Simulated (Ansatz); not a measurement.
## TiO2: band structure with r2SCAN

The system is TiO2.

```xyz
3
Lattice="1.4973 0.8645 6.9815 -1.4973 0.8645 6.9815 0.0000 -1.7290 6.9815" Properties=species:S:1:pos:R:3 pbc="T T T"
Ti    0.0000    0.0000    0.0000
O     0.0000    0.0000    7.9492
O     0.0000    0.0000   12.9955
```

Measurements of this composition are mostly on another form, of space group No. 141.

| Item | Value |
| --- | --- |
| Program | Ansatz 0.2.0 |
| Task | band structure |
| Functional | r2SCAN |
| Potentials or basis | Ansatz PAW |
| Cutoff | 500 eV (not typed: the program's choice for these potentials) |
| k mesh | 10 × 10 × 10 |
| Occupations | fermi-dirac, width 0.05 eV |
| Spin | no spin polarisation |
| Path | [["G", "L", "B1"], ["B", "Z", "G", "X"], ["Q", "F", "P1", "Z"], ["L", "P"]] |
| Points for each segment of the path | 14 |

| Item | Value |
| --- | --- |
| Pressure | -3.4 GPa |
| Largest force | 0.443 eV/Å |
| Band gap on the k mesh | 3.06 eV, indirect (least direct gap 3.26 eV) |
| Band gap along the path | 3.04 eV, indirect (least direct gap 3.26 eV) |

Forces on the atoms (eV/Å):
```
Ti   0.000  0.000  0.000
O    0.000  0.000 -0.443
O    0.000  0.000  0.443
```

Stress tensor (GPa, compression positive):
```
-3.80  0.00  0.00
 0.00 -3.80  0.00
 0.00  0.00 -2.57
```

Levels at the corners of the path, in eV from the valence-band top:
| point | band 10 | band 11 | band 12 | band 13 | band 14 | band 15 |
| --- | --- | --- | --- | --- | --- | --- |
| Γ | -0.62 | -0.22 | -0.22 | 3.04 | 3.04 | 4.75 |
| L | -1.71 | -1.27 | -0.68 | 3.28 | 4.08 | 4.15 |
| B1 | -1.50 | -1.48 | -1.10 | 3.26 | 4.31 | 4.33 |
| B | -1.50 | -1.48 | -1.10 | 3.26 | 4.31 | 4.33 |
| Z | -0.67 | -0.22 | -0.22 | 3.04 | 3.04 | 4.77 |
| Γ | -0.62 | -0.22 | -0.22 | 3.04 | 3.04 | 4.75 |
| X | -1.48 | -1.48 | -1.12 | 3.26 | 4.31 | 4.32 |
| Q | -1.48 | -1.48 | -1.12 | 3.26 | 4.31 | 4.32 |
| F | -1.72 | -1.27 | -0.67 | 3.28 | 4.08 | 4.15 |
| P1 | -1.71 | -1.27 | -0.67 | 3.28 | 4.08 | 4.15 |
| Z | -0.67 | -0.22 | -0.22 | 3.04 | 3.04 | 4.77 |
| L | -1.71 | -1.27 | -0.68 | 3.28 | 4.08 | 4.15 |
| P | -1.71 | -1.27 | -0.67 | 3.28 | 4.08 | 4.15 |

Run time: 21 s on 2 threads of Intel(R) Xeon(R) Processor @ 2.50GHz (Skylake/Cascade Lake) (shared host), peak memory 0.57 GiB.

Caveat: the PAW data sets come from PBE, with cores solved anew for the run's functional, which leaves a small shift of forces and pressure. r2SCAN opens gaps a little over a GGA but as a rule still falls short of measured ones.
